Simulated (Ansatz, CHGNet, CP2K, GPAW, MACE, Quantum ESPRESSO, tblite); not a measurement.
# CP2K runs on P6_3/mmc (COD entry) MoS2, displaced supercell (54 atoms), part 2 of 3

How do the settings of CP2K change the result for P6_3/mmc (COD entry) MoS2, displaced supercell (54 atoms)? A plane-wave run serves as the yardstick.

Program: CP2K 2026.2; the method stands at each step. Banners, paths, timers and routine set-up lines are dropped from the logs unmarked, and long logs keep their key lines alone; longer cuts are marked.

So far. Step 2 (PBE, DZVP-MOLOPT-SR, 600/50 Ry, diagonalisation): Forces lie 3.7 % from the reference's, at 1.5 times its CPU time. Step 3 (PBE, TZVP-MOLOPT (SR for Mo), 600/50 Ry …): Against the first run (3.7 %), the force difference from the reference is 3.7 %, at 1.5 times the CPU time (on 4 against 2 cores), with 1242 basis functions against 936.

The database entry behind the starting cell differs from later determinations by our own check (about 0.3 % long), so it need not match the best structure at ambient conditions.

## 4. r2SCAN, SCAN potentials, DZVP-UZH(SCAN), 600/50 Ry, diagonalisation

Method: Kohn-Sham DFT, r2SCAN, GTH-SCAN pseudopotentials, Gaussian and plane waves, DZVP-MOLOPT (UZH set), diagonalisation.

Contents of input.inp:

```
&GLOBAL
  PROJECT cell
  RUN_TYPE ENERGY_FORCE
  PRINT_LEVEL LOW
&END GLOBAL
&FORCE_EVAL
  METHOD QS
  STRESS_TENSOR ANALYTICAL
  &DFT
    BASIS_SET_FILE_NAME BASIS_MOLOPT_UZH
    POTENTIAL_FILE_NAME POTENTIAL_UZH
    &MGRID
      CUTOFF 600
      REL_CUTOFF 50
      NGRIDS 5
    &END MGRID
    &QS
      EPS_DEFAULT 1.0E-12
    &END QS
    &SCF
      SCF_GUESS ATOMIC
      EPS_SCF 5.0E-06
      MAX_SCF 200
      ADDED_MOS 36
      &DIAGONALIZATION
        ALGORITHM STANDARD
      &END DIAGONALIZATION
      &SMEAR ON
        METHOD FERMI_DIRAC
        ELECTRONIC_TEMPERATURE [K] 580
      &END SMEAR
      &MIXING
        METHOD BROYDEN_MIXING
        ALPHA 0.15
        NBROYDEN 12
      &END MIXING
      &PRINT
        &RESTART OFF
        &END RESTART
      &END PRINT
    &END SCF
    &XC
      &XC_FUNCTIONAL
        &MGGA_X_R2SCAN
        &END MGGA_X_R2SCAN
        &MGGA_C_R2SCAN
        &END MGGA_C_R2SCAN
      &END XC_FUNCTIONAL
    &END XC
    &PRINT
      &MULLIKEN ON
      &END MULLIKEN
      &HIRSHFELD ON
        SHAPE_FUNCTION DENSITY
      &END HIRSHFELD
      &MO ON
        EIGENVALUES T
        OCCUPATION_NUMBERS T
        MO_INDEX_RANGE 223 246
        &EACH
          QS_SCF 0
        &END EACH
        ADD_LAST NUMERIC
      &END MO
    &END PRINT
  &END DFT
  &SUBSYS
    &CELL
      A 9.50700 0.00000 0.00000
      B -4.75350 8.23330 0.00000
      C 0.00000 0.00000 12.32400
    &END CELL
    &COORD
      SCALED
[... 54 atom lines left out: the same atoms as in the first run ...]
    &END COORD
    &KIND Mo
      BASIS_SET DZVP-MOLOPT-SCAN-GTH-q14
      POTENTIAL GTH-SCAN-q14
    &END KIND
    &KIND S
      BASIS_SET DZVP-MOLOPT-SCAN-GTH-q6
      POTENTIAL GTH-SCAN-q6
    &END KIND
  &END SUBSYS
  &PRINT
    &FORCES ON
    &END FORCES
    &STRESS_TENSOR ON
    &END STRESS_TENSOR
  &END PRINT
&END FORCE_EVAL
```

Started as:

```
OMP_NUM_THREADS=1 mpirun -np 4 cp2k.psmp -i input.inp > output.txt
```

Numbers of over 12 decimals in the logs are rounded to 6 here.

The program printed:

```text
CP2K| version string:                                       CP2K version 2026.2
 CP2K| Input file name                                                 input.inp
 GLOBAL| Basis set file name                                    BASIS_MOLOPT_UZH
 GLOBAL| Potential file name                                       POTENTIAL_UZH
[... lines left out ...]
 Number of electrons:                                                        468
[... lines left out ...]
  Step     Update method      Time    Convergence         Total energy    Change
[... lines left out ...]
  *** SCF run converged in    18 steps ***
[... lines left out ...]
  Fermi energy:                                                 0.343547
  Total energy:                                             -1587.856970
  Total energy (extrapolated to T->0):                      -1587.856964
[... lines left out ...]
 MO| E(Fermi):            0.343547 a.u.          9.348399 eV
[... lines left out ...]
 ENERGY| Total FORCE_EVAL ( QS ) energy [hartree]          -1587.857149
[... lines left out ...]
 FORCES|      1 -1.07816381E-02  2.34271396E-02  2.04392565E-03   2.58699096E-02
 FORCES|      2  4.55914539E-02  5.53579473E-03  6.59238281E-02   8.03441149E-02
 FORCES|      3 -2.83031710E-02  2.97228092E-02 -3.55690750E-02   5.43109010E-02
[...]
FORCES|     53 -5.74518723E-03  2.20789866E-02 -2.19412192E-03   2.29194895E-02
 FORCES|     54  2.04888598E-02  9.91380686E-03  8.11434680E-03   2.41644277E-02
 FORCES| Sum     2.20494044E-04 -2.76604307E-04 -1.40517013E-03
 FORCES| Total atomic force                                       1.44901023E-03
 STRESS| Analytical stress tensor [bar]
 STRESS|                        x                   y                   z
 STRESS|      x        5.24400511696E+04  -6.96923494291E+03   2.74748159380E+03
 STRESS|      y       -6.96923494291E+03   5.35870647634E+04  -1.51284957589E+04
 STRESS|      z        2.74748159380E+03  -1.51284957589E+04   5.23325009446E+04
 STRESS| 1/3 Trace                                             5.27865389592E+04
```

Run time: 5.7 min. Hardware: 4 MPI ranks of Arm Neoverse V1, shared host; peak memory 5.1 GiB.

Against the reference:

* r.m.s. force component: 1.263 eV/Å
* r.m.s. difference of force components: 88.32 meV/Å
* longest difference of force vectors: 318.7 meV/Å
* force difference over r.m.s. force: 7.433 %
* slope of forces against the reference's: 1.062
* correlation of force components: 0.9992
* gap (highest filled to lowest empty level): 0.8848 eV
* gap difference: 0.0419 eV
* pressure: 5.279 GPa
* pressure difference: 0.75 GPa

Against the first run (3.7 %), the force difference from the reference is 7.4 %, at 2.3 times the CPU time (on 4 against 2 cores); the model has changed, so this is no error of the program alone.

## 5. PBE, DZVP-UZH, 600/50 Ry, diagonalisation

Method: Kohn-Sham DFT, PBE, GTH-PBE pseudopotentials, Gaussian and plane waves, DZVP-MOLOPT (UZH set), diagonalisation.

input.inp, as its differences from that of step 4:

```diff
@@ -42,7 +42,3 @@
     &XC
-      &XC_FUNCTIONAL
-        &MGGA_X_R2SCAN
-        &END MGGA_X_R2SCAN
-        &MGGA_C_R2SCAN
-        &END MGGA_C_R2SCAN
+      &XC_FUNCTIONAL PBE
       &END XC_FUNCTIONAL
@@ -73,3 +69,2 @@
     &COORD
-      SCALED
 [... 54 atom lines left out: the same atoms as in the first run ...]
@@ -77,8 +72,8 @@
     &KIND Mo
-      BASIS_SET DZVP-MOLOPT-SCAN-GTH-q14
-      POTENTIAL GTH-SCAN-q14
+      BASIS_SET DZVP-MOLOPT-PBE-GTH-q14
+      POTENTIAL GTH-PBE-q14
     &END KIND
     &KIND S
-      BASIS_SET DZVP-MOLOPT-SCAN-GTH-q6
-      POTENTIAL GTH-SCAN-q6
+      BASIS_SET DZVP-MOLOPT-PBE-GTH-q6
+      POTENTIAL GTH-PBE-q6
     &END KIND
```

The program printed:

```text
CP2K| version string:                                       CP2K version 2026.2
 CP2K| Input file name                                                 input.inp
 GLOBAL| Basis set file name                                    BASIS_MOLOPT_UZH
 GLOBAL| Potential file name                                       POTENTIAL_UZH
[... lines left out ...]
 Number of electrons:                                                        468
[... lines left out ...]
  Step     Update method      Time    Convergence         Total energy    Change
[... lines left out ...]
  *** SCF run converged in    17 steps ***
[... lines left out ...]
  Fermi energy:                                                 0.346395
  Total energy:                                             -1589.915788
  Total energy (extrapolated to T->0):                      -1589.915778
[... lines left out ...]
 MO| E(Fermi):            0.346395 a.u.          9.425893 eV
[... lines left out ...]
 ENERGY| Total FORCE_EVAL ( QS ) energy [hartree]          -1589.916052
[... lines left out ...]
 FORCES|      1 -1.04248810E-02  2.31710240E-02  2.82662365E-03   2.55649036E-02
 FORCES|      2  4.50988566E-02  5.40631438E-03  6.47362836E-02   7.90817394E-02
 FORCES|      3 -2.79774638E-02  2.85340686E-02 -3.74786305E-02   5.47866708E-02
[...]
FORCES|     53 -4.86197000E-03  2.18560537E-02  4.40877601E-04   2.23946469E-02
 FORCES|     54  1.94262867E-02  9.50476673E-03  1.07493034E-02   2.41509571E-02
 FORCES| Sum     5.78524234E-07  1.08596089E-06 -3.80022249E-06
 FORCES| Total atomic force                                       3.99445770E-06
 STRESS| Analytical stress tensor [bar]
 STRESS|                        x                   y                   z
 STRESS|      x        6.19327790160E+04  -7.26660995817E+03   2.73084483864E+03
 STRESS|      y       -7.26660995817E+03   6.34995091275E+04  -1.47862153172E+04
 STRESS|      z        2.73084483864E+03  -1.47862153172E+04   7.28022137155E+04
 STRESS| 1/3 Trace                                             6.60781672863E+04
```

Elapsed: 1.8 min, on 4 MPI ranks; peak memory 5.1 GiB; 7.2 min of CPU time.

Against the reference:

- r.m.s. force component: 1.242 eV/Å
- r.m.s. difference of force components: 123.5 meV/Å
- longest difference of force vectors: 333.7 meV/Å
- force difference over r.m.s. force: 10.39 %
- slope of forces against the reference's: 1.04
- correlation of force components: 0.9958
- gap (highest filled to lowest empty level): 0.8394 eV
- gap difference: -0.0035 eV
- pressure: 6.608 GPa
- pressure difference: 2.079 GPa

Against the first run (3.7 %), the force difference from the reference is 10 %, at 0.73 times the CPU time (on 4 against 2 cores), with 936 basis functions against 936; this set comes with other potentials too, so the change isn't the basis's alone.

The difference per atom is largest on S (0.25 eV/Å on average, against 0.08 on Mo).

## 6. PBE+D3, DZVP-MOLOPT-SR, 600/50 Ry, diagonalisation

Method: Kohn-Sham DFT, PBE+D3, GTH-PBE pseudopotentials, Gaussian and plane waves, DZVP-MOLOPT-SR-GTH, diagonalisation.

input.inp, as its differences from that of step 5:

```diff
@@ -9,4 +9,4 @@
   &DFT
-    BASIS_SET_FILE_NAME BASIS_MOLOPT_UZH
-    POTENTIAL_FILE_NAME POTENTIAL_UZH
+    BASIS_SET_FILE_NAME BASIS_MOLOPT
+    POTENTIAL_FILE_NAME GTH_POTENTIALS
     &MGRID
@@ -44,2 +44,10 @@
       &END XC_FUNCTIONAL
+      &VDW_POTENTIAL
+        POTENTIAL_TYPE PAIR_POTENTIAL
+        &PAIR_POTENTIAL
+          TYPE DFTD3
+          PARAMETER_FILE_NAME dftd3.dat
+          REFERENCE_FUNCTIONAL PBE
+        &END PAIR_POTENTIAL
+      &END VDW_POTENTIAL
     &END XC
@@ -69,2 +77,3 @@
     &COORD
+      SCALED
 [... 54 atom lines left out: the same atoms as in the first run ...]
@@ -72,3 +81,3 @@
     &KIND Mo
-      BASIS_SET DZVP-MOLOPT-PBE-GTH-q14
+      BASIS_SET DZVP-MOLOPT-SR-GTH-q14
       POTENTIAL GTH-PBE-q14
@@ -76,3 +85,3 @@
     &KIND S
-      BASIS_SET DZVP-MOLOPT-PBE-GTH-q6
+      BASIS_SET DZVP-MOLOPT-SR-GTH-q6
       POTENTIAL GTH-PBE-q6
```

Started as:

```
OMP_NUM_THREADS=2 cp2k.psmp -i input.inp > output.txt
```

The program printed:

```text
CP2K| version string:                                       CP2K version 2026.2
 CP2K| Input file name                                                 input.inp
 GLOBAL| Basis set file name                                        BASIS_MOLOPT
 GLOBAL| Potential file name                                      GTH_POTENTIALS
 GLOBAL| Run type                                                   ENERGY_FORCE
 GLOBAL| Total number of message passing processes                             1
 GLOBAL| Number of threads for this process                                    2
 TOTAL NUMBERS AND MAXIMUM NUMBERS
  Total number of            - Atomic kinds:                                   2
                             - Atoms:                                         54
[... lines left out ...]
                        Smear method:                                FERMI_DIRAC
[... lines left out ...]
 Number of electrons:                                                        468
[... lines left out ...]
  Step     Update method      Time    Convergence         Total energy    Change
[... lines left out ...]
  *** SCF run converged in    17 steps ***
[... lines left out ...]
  Fermi energy:                                                 0.343293
  Total energy:                                             -1597.958829
  Total energy (extrapolated to T->0):                      -1597.958819
[... lines left out ...]
 MO| E(Fermi):            0.343293 a.u.          9.341468 eV
[... lines left out ...]
 !-----------------------------------------------------------------------------!
 !-----------------------------------------------------------------------------!
                           Hirshfeld Charges
  #Atom  Element  Kind  Ref Charge     Population                    Net charge
      1       Mo     1      14.000         13.776                         0.224
      2       Mo     1      14.000         13.776                         0.224
      3       S      2       6.000          6.120                        -0.120
[...]
53       S      2       6.000          6.113                        -0.113
     54       S      2       6.000          6.118                        -0.118
  Total Charge                                                            0.001
 !-----------------------------------------------------------------------------!
 ENERGY| Total FORCE_EVAL ( QS ) energy [hartree]          -1597.959182
 FORCES| Atomic forces [hartree/bohr]
 FORCES|   Atom     x               y               z               |f|
 FORCES|      1 -1.04246080E-02  2.27568758E-02  2.43557663E-03   2.51491527E-02
 FORCES|      2  4.46677441E-02  5.38111582E-03  6.36821144E-02   7.79716324E-02
 FORCES|      3 -2.77630901E-02  2.86205828E-02 -3.41032207E-02   5.24686248E-02
[...]
FORCES|     53 -5.33138565E-03  2.14178836E-02 -3.04459677E-03   2.22804619E-02
 FORCES|     54  1.97691459E-02  9.56487246E-03  7.11808532E-03   2.30862092E-02
 FORCES| Sum     1.08126728E-06 -5.90399031E-07 -1.84189376E-06
 FORCES| Total atomic force                                       2.21591574E-06
 STRESS| Analytical stress tensor [bar]
 STRESS|                        x                   y                   z
 STRESS|      x        1.80686057439E+04  -6.85480411125E+03   2.68316473406E+03
 STRESS|      y       -6.85480411125E+03   1.92026954609E+04  -1.47227697002E+04
 STRESS|      z        2.68316473406E+03  -1.47227697002E+04   2.41582705251E+04
 STRESS| 1/3 Trace                                             2.04765239100E+04
```

Elapsed: 5.3 min, on 2 threads; peak memory 3.4 GiB; 9.9 min of CPU time.

Against the reference:

| Quantity | Value |
| --- | --- |
| r.m.s. force component | 1.222 eV/Å |
| r.m.s. difference of force components | 45.87 meV/Å |
| longest difference of force vectors | 184.1 meV/Å |
| force difference over r.m.s. force | 3.86 % |
| slope of forces against the reference's | 1.028 |
| correlation of force components | 0.9997 |
| gap (highest filled to lowest empty level) | 0.8392 eV |
| gap difference | -0.0037 eV |
| pressure | 2.048 GPa |
| pressure difference | -2.481 GPa |

Against the first run (3.7 %), the force difference from the reference is 3.9 %, at 0.99 times the CPU time; the model has changed, so this is no error of the program alone.

## 7. PBE, DZVP-MOLOPT-SR, 600/70 Ry, diagonalisation

Method: Kohn-Sham DFT, PBE, GTH-PBE pseudopotentials, Gaussian and plane waves, DZVP-MOLOPT-SR-GTH, diagonalisation.

input.inp, as its differences from that of step 6:

```diff
@@ -13,3 +13,3 @@
       CUTOFF 600
-      REL_CUTOFF 50
+      REL_CUTOFF 70
       NGRIDS 5
@@ -44,10 +44,2 @@
       &END XC_FUNCTIONAL
-      &VDW_POTENTIAL
-        POTENTIAL_TYPE PAIR_POTENTIAL
-        &PAIR_POTENTIAL
-          TYPE DFTD3
-          PARAMETER_FILE_NAME dftd3.dat
-          REFERENCE_FUNCTIONAL PBE
-        &END PAIR_POTENTIAL
-      &END VDW_POTENTIAL
     &END XC
@@ -76,6 +68,6 @@
     &END CELL
-    &COORD
-      SCALED
-[... 54 atom lines left out: the same atoms as in the first run ...]
-    &END COORD
+    &TOPOLOGY
+      COORD_FILE_NAME structure.xyz
+      COORD_FILE_FORMAT XYZ
+    &END TOPOLOGY
     &KIND Mo
```

Contents of structure.xyz:

```xyz
54

Mo 0.03418 1.85653 3.03429
Mo 1.55254 0.87940 9.11052
S 0.05590 1.74250 7.71396
S 1.53105 0.87890 1.51326
S 1.60564 1.01187 4.54386
S -0.00395 1.86361 10.79545
Mo -1.53766 4.59221 3.09111
Mo 0.02339 3.64620 9.21133
S -1.53229 4.63741 7.63891
S 0.02657 3.70210 1.47605
S 0.07729 3.76575 4.63752
S -1.56984 4.64103 10.80741
Mo -3.08640 7.37531 2.96799
Mo -1.62703 6.29024 9.25717
S -3.24374 7.33842 7.60982
S -1.63577 6.37965 1.56724
S -1.58681 6.45622 4.64800
S -3.08545 7.34962 10.78067
Mo 3.16664 1.82195 3.03836
Mo 4.75911 0.90352 9.32076
[... 30 atom lines left out ...]
S 3.20933 7.33809 7.66158
S 4.73696 6.36829 1.57377
S 4.83811 6.41160 4.65231
S 3.13812 7.28211 10.77586
```

The program printed:

```text
CP2K| version string:                                       CP2K version 2026.2
 CP2K| Input file name                                                 input.inp
 GLOBAL| Basis set file name                                        BASIS_MOLOPT
 GLOBAL| Potential file name                                      GTH_POTENTIALS
[... lines left out ...]
 Number of electrons:                                                        468
[... lines left out ...]
  Step     Update method      Time    Convergence         Total energy    Change
[... lines left out ...]
  *** SCF run converged in    17 steps ***
[... lines left out ...]
  Fermi energy:                                                 0.343293
  Total energy:                                             -1597.436939
  Total energy (extrapolated to T->0):                      -1597.436929
[... lines left out ...]
 MO| E(Fermi):            0.343293 a.u.          9.341469 eV
[... lines left out ...]
 ENERGY| Total FORCE_EVAL ( QS ) energy [hartree]          -1597.437293
[... lines left out ...]
 FORCES|      1 -1.03149131E-02  2.27918382E-02  2.40464401E-03   2.51326010E-02
 FORCES|      2  4.47006161E-02  5.33175930E-03  6.37674784E-02   7.80568001E-02
 FORCES|      3 -2.77890743E-02  2.86740693E-02 -3.38438837E-02   5.23435132E-02
[...]
FORCES|     53 -5.39768025E-03  2.14745209E-02 -3.10648923E-03   2.23593443E-02
 FORCES|     54  1.97669432E-02  9.57618228E-03  7.00572201E-03   2.30546189E-02
 FORCES| Sum    -4.25692932E-07 -2.28515851E-07 -1.44579854E-06
 FORCES| Total atomic force                                       1.52439082E-06
 STRESS| Analytical stress tensor [bar]
 STRESS|                        x                   y                   z
 STRESS|      x        4.29560106209E+04  -7.05801970909E+03   2.69209366790E+03
 STRESS|      y       -7.05801970909E+03   4.42767077852E+04  -1.46859903537E+04
 STRESS|      z        2.69209366790E+03  -1.46859903537E+04   5.16745647471E+04
 STRESS| 1/3 Trace                                             4.63024277178E+04
```

It took 6.7 min on 2 threads; peak memory 3.4 GiB; 13 min of CPU time.

Compared with the plane-wave run:

| Property | Result |
| --- | --- |
| r.m.s. force component | 1.222 eV/Å |
| r.m.s. difference of force components | 44.53 meV/Å |
| longest difference of force vectors | 172.9 meV/Å |
| force difference over r.m.s. force | 3.747 % |
| slope of forces against the reference's | 1.028 |
| correlation of force components | 0.9997 |
| gap (highest filled to lowest empty level) | 0.8392 eV |
| gap difference | -0.0037 eV |
| pressure | 4.63 GPa |
| pressure difference | 0.1015 GPa |
| energy less the same-level run's | -0.0007 meV/atom |
| r.m.s. force difference from the same-level run | 0.068 meV/Å |

Against the first run (3.7 %), the force difference from the reference is 3.7 %, at 1.3 times the CPU time: the change moves forces by 0.068 meV/Å r.m.s., so most of the difference comes from elsewhere.

[end of part 2 of 3]

[Also dropped from logs without a mark: logging warnings of Python, and SIESTA's first energy breakdown and zero terms.]

[Logs are printed without paths, hosts, clocks, repeated set-up lines and the standing remarks that a program may print on its own settings, such as how far it seeks lower states.]

[Hosts, paths, dates, database ids (printed as entryN), source tags and the programs' standing remarks are cut or masked in the printed files.]
